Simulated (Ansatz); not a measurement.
MoS2:

```
Mo S
1.0
     1.58000    0.91221    6.15000
    -1.58000    0.91221    6.15000
     0.00000   -1.82443    6.15000
Mo S
1 2
Direct
  0.00000 0.00000 0.00000
  0.41700 0.41700 0.41700
  0.25000 0.25000 0.25000
```

Measurements of this composition are mostly on another form, of space group No. 194.

Below is the output of Ansatz 0.2.0 for this cell. Logs are shortened: lines on timing, memory, paths and dates and some standing lists are left out, and cuts for length are marked.

```text
Warning: RAYON_NUM_THREADS=2 ignored (pool sized by the plan → 2); use --threads N
Engine: ansatz 0.2.0, x86_64-unknown-linux-gnu
Pseudopotentials: kind: paw
Pseudopotential: Mo, paw, valence charge 14, recommended cutoff 420 eV (normal), Mo.paw.azcp
Pseudopotential: S, paw, valence charge 6, recommended cutoff 420 eV (normal), S.paw.azcp
Functional definition: PBE
  parameter kappa = 0.804
  parameter beta = 0.06672455060314922
  exchange = pbe_x(kappa = kappa, mu = beta*pi^2/3)
  correlation = pbe_c(beta = beta)
Crystal: 3 atoms, lattice volume = 53.184 Å³
Basis set: ecut = 420 eV, 1011 PW (Γ), exchange–correlation on 90×90×90 points (8 copies of the dense FFT grid, shifted against one another)
Bands: 17, of which v1, the nominal top of the filled ones, is band 13 counted from 1 (12 counted from 0)
Symmetry: 6 space group operations
Space group: R3m (ITA 160), of the structure as read, at distance tolerance 3.8e-5 Å
k-points: 44 of 343 (time reversal used)
Non-local potential: Mo, projectors of the file, l = 0: 3, l = 1: 2, l = 2: 2, l = 3: 1
Non-local potential: S, projectors of the file, l = 0: 2, l = 1: 2, l = 2: 2
PAW form: soft (Blöchl's): semilocal exchange-correlation on the pseudo side does not see the compensation charge
PAW one-centre angular grid: Mo, 590 points (default); XC on 64 Gauss nodes
PAW one-centre angular grid: S, 110 points (default); XC on 64 Gauss nodes
Initial density: superposition of atomic densities (neutral atoms: chi_scale 0, normalization atom), corrected by the library's trained network
Initial wavefunctions: pseudopotential atomic-orbital guess
Functional: x = pbe(κ = 0.804, μ = 0.2195149727645171), c = pbe(β = 0.06672455060314922)
SCF iter   1: F=—  HF=-6762.746490 eV  |F-HF|=—  |Δ(HF+E_count)|=         —  Δρ=5.54e-3  dr2=3.92e-3  ethr=1.77e-3  ⟨swp⟩=5.0  Hψ=3517  notcnv=0  defer=83
[... 463 lines left out ...]
  k-point 1: bands = ["-50.4813", "-24.6286", "-24.4869", "-24.4273", "-3.6680", "-2.2072", "4.4710", "7.1477", "7.9429", "8.0734", "8.4085", "9.7463", "10.0104", "12.6568", "13.0953", "13.1691", "13.5564"]
  k-point 2: bands = ["-50.4638", "-24.6568", "-24.5943", "-24.4664", "-2.8788", "-1.9565", "4.9431", "6.2693", "6.6821", "7.6593", "8.8221", "9.2043", "9.3925", "12.3036", "12.7468", "13.8801", "14.1840"]
  k-point 43: bands = ["-50.4813", "-24.6287", "-24.4869", "-24.4273", "-3.4051", "-2.6105", "5.4666", "6.9957", "7.1307", "8.0495", "8.4457", "8.9719", "10.4657", "12.9175", "13.0201", "13.1352", "13.6828"]
--- Elastic constants: 3 strain directions × 2 members + reference (group order 6) ---
  dense FFT box of the reference and of every strained cell: 45×45×45
  strains applied: 11, 33, 23; error gains: componentwise 1.00 (the most a stress slope's error grows in a printed constant), spectral 1.41 (1 for all six strains in a standard setting)
  reference relaxed by the batch: 6 steps; max|allowed force component| 5.21e-1 eV/Å at the deck's positions, 5.58e-8 at the last accepted step, 7.98e-8 by the solve of record
  largest displacement 2.5e-2 Å; the constants are those of the deck's cell at these positions:
  atoms:
    - { symbol: Mo, position: [9.435833487738253e-5, 9.435833487738253e-5, 9.43583348773825e-5] }
    - { symbol: S, position: [0.41824083647442095, 0.41824083647442095, 0.41824083647442095] }
    - { symbol: S, position: [0.2486648051907017, 0.2486648051907017, 0.2486648051907017] }
  C = ∂σ_k/∂η_j (tension-positive GPa; Voigt order 11 22 33 23 13 12):
       230.097     60.562     16.780      3.666      0.000      0.000
        60.562    230.097     16.780     -3.666      0.000      0.000
        16.535     16.535     46.411     -0.000      0.000      0.000
         3.666     -3.666      0.000     15.062      0.000      0.000
        -0.000      0.000     -0.000      0.000     15.062      3.666
         0.000     -0.000     -0.000      0.000      3.666     84.768
  reference stress σ⁰ (GPa):     -3.071     -3.071     -2.803     -0.000     -0.000     -0.000
  C* (energy form; C + prestress term) asymmetry max|C*_kj − C*_jk| = 2.338e-2 GPa — a small one proves nothing (zero by symmetry where the batch's group is 432, −43m or m−3m); a large one is finite-difference/SCF noise where every solve meets its electron count
  moduli (Voigt/Reuss/Hill, GPa): K = 77.15/40.82/58.99   G = 50.49/25.80/38.15   E = 94.14   ν = 0.234
  mechanically stable: yes (min eigenvalue of sym C = 14.87 GPa)
  strain η (Voigt 11):  stress-route row diagonal C_11 = 230.10 GPa, energy-path curvature d²(F+E_count+ΔE)/dδ²/Ω₀ = 230.07 GPa
         δ    σ_11 (GPa)             F (eV)   n_scf  n_hpsi   n_pw
    -2.000e-3      -3.5351       -6762.7620654      10   31870   1049   relax 4 steps, max|allowed force component| 1.68e-6 eV/Å
     2.000e-3      -2.6147       -6762.7661451      10   31815   1053   relax 3 steps, max|allowed force component| 4.97e-6 eV/Å
  strain η (Voigt 33):  stress-route row diagonal C_33 = 46.41 GPa, energy-path curvature d²(F+E_count+ΔE)/dδ²/Ω₀ = 46.41 GPa
         δ    σ_33 (GPa)             F (eV)   n_scf  n_hpsi   n_pw
    -2.000e-3      -2.8969       -6762.7623659      10   14005   1051   relax 3 steps, max|allowed force component| 1.03e-6 eV/Å
     2.000e-3      -2.7112       -6762.7660873      10   13693   1054   relax 3 steps, max|allowed force component| 1.43e-6 eV/Å
  strain η (Voigt 23):  stress-route row diagonal C_44 = 15.06 GPa, energy-path curvature d²(F+E_count+ΔE)/dδ²/Ω₀ = 16.53 GPa
         δ    σ_23 (GPa)             F (eV)   n_scf  n_hpsi   n_pw
    -2.000e-3      -0.0298       -6762.7642461      10   31856   1052   relax 3 steps, max|allowed force component| 3.76e-5 eV/Å
     2.000e-3       0.0305       -6762.7642467      10   32068   1053   relax 4 steps, max|allowed force component| 1.19e-6 eV/Å
```

Q: What input gives this log?

A: Elastic constants with PBE, no spin polarisation. The files as run (others can give the same):

input.yaml
```yaml
crystal:
  lattice:
    - [1.58, 0.9122134253, 6.15]
    - [-1.58, 0.9122134253, 6.15]
    - [0.0, -1.8244268506, 6.15]
  atoms:
    - { symbol: Mo, position: [0.0, 0.0, 0.0] }
    - { symbol: S, position: [0.417, 0.417, 0.417] }
    - { symbol: S, position: [0.25, 0.25, 0.25] }
hamiltonian:
  xc: pbe
  pseudopotentials: { kind: paw }
kpoints:
  mp_grid: { grid: [7, 7, 7] }
scf:
  occupations: { method: fixed }
output:
  forces: true
  stress: true
elastic:
  mode: relaxed_ion
  stencil: two_point
```

Potentials or basis: Ansatz PAW.
Launch:
```console
$ ansatz run input.yaml --threads 2 --pin off --max-ram 5632MiB --backend cpu --events-out ev --progress --plain --runs-dir out
```

Caveat: odd divisions of the mesh miss points on the zone boundary, where band edges often lie, so the gap on the mesh can be too wide.
